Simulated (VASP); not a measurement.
Input of a VASP 6.6.1 run:

INCAR

```
SYSTEM = PbF2
PREC = Accurate ; ENCUT = 520
EDIFF = 1E-7 ; ISMEAR = 0
SIGMA = 1.0 ; LREAL = .False.
LASPH = .True. ; NELM = 100
ALGO = Fast ; ISIF = 3
LWAVE = .False. ; LCHARG = .False.
GGA = PE ; IBRION = 2
NSW = 80 ; EDIFFG = -0.002
```

Contents of KPOINTS:

```
regular mesh
0
Gamma
  10 10 10
  0 0 0
```

POSCAR

```
PbF2                                    
1.0
    0.0000000000      2.9963214762      2.9963214762
    2.9963214762     -0.0000000000      2.9963214762
    2.9963214762      2.9963214762      0.0000000000
  Pb              F             
     1     2
Direct
     0.0000000000000000    0.0000000000000000    0.0000000000000000
     0.2500000000000000    0.2500000000000000    0.2500000000000000
     0.7500000000000000    0.7500000000000000    0.7500000000000000
```

Potentials or basis: VASP PAW PBE potentials, release 64 (Pb_d, F).

Run with:

```bash
$ cat potpaw_PBE.64/Pb_d/POTCAR potpaw_PBE.64/F/POTCAR > POTCAR
$ mpirun -np 1 vasp_std > vasp.out
```

**Question.** What does it give for the band gap on the k mesh?

**Answer.** 4.43 eV, indirect (least direct gap 4.56 eV).

**Question.** Predict the relaxed cell.

**Answer.** a = 4.239 Å, b = 4.239 Å, c = 4.239 Å, α = 60.00°, β = 60.00°, γ = 60.00°.

Final structure:
```
CELL_PARAMETERS angstrom
0.00000 2.99743 2.99743
2.99743 0.00000 2.99743
2.99743 2.99743 0.00000
ATOMIC_POSITIONS crystal
Pb 0.00000 0.00000 0.00000
F 0.25000 0.25000 0.25000
F 0.75000 0.75000 0.75000
```

Caveat: spin-orbit coupling is left out, which as a rule narrows the gap of such compounds by several tenths of an eV. A k mesh can miss the band edges.
